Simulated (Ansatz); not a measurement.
System: cubic perovskite BaSnO3. Method: PBEsol-D3(BJ) (Ansatz, a quantum-chemistry and plane-wave program, PAW).

Settings: plane-wave cutoff 520 eV, 8×8×8 k mesh, Fermi–Dirac smearing 0.01 eV, scalar-relativistic PAW data made under PBE.

Cell (relaxed at this level):

```xyz
5
Lattice="4.0956 0.0000 0.0000 0.0000 4.0956 0.0000 0.0000 0.0000 4.0956" Properties=species:S:1:pos:R:3 pbc="T T T"
Ba     0.0000     0.0000     0.0000
Sn     2.0478     2.0478     2.0478
O      2.0478     0.0000     2.0478
O      0.0000     2.0478     2.0478
O      2.0478     2.0478     0.0000
```

Task: Estimate the bulk modulus B0, band gap, smallest direct gap on the k points sampled and pressure derivative B′ of the bulk modulus that the calculation returns.

Result: 
* **bulk modulus B0**: 160 GPa
* **band gap**: 1.10 eV
* **smallest direct gap on the k points sampled**: 1.58 eV
* **pressure derivative B′ of the bulk modulus**: 4.9

Measured, for comparison: band gap 2.95 eV (temperature not stated, no zero-point or thermal correction, indirect, from the absorption edge of a single crystal; as tabulated in Kim et al. (2012), arXiv:1207.0764).

Spin–orbit coupling is not included.
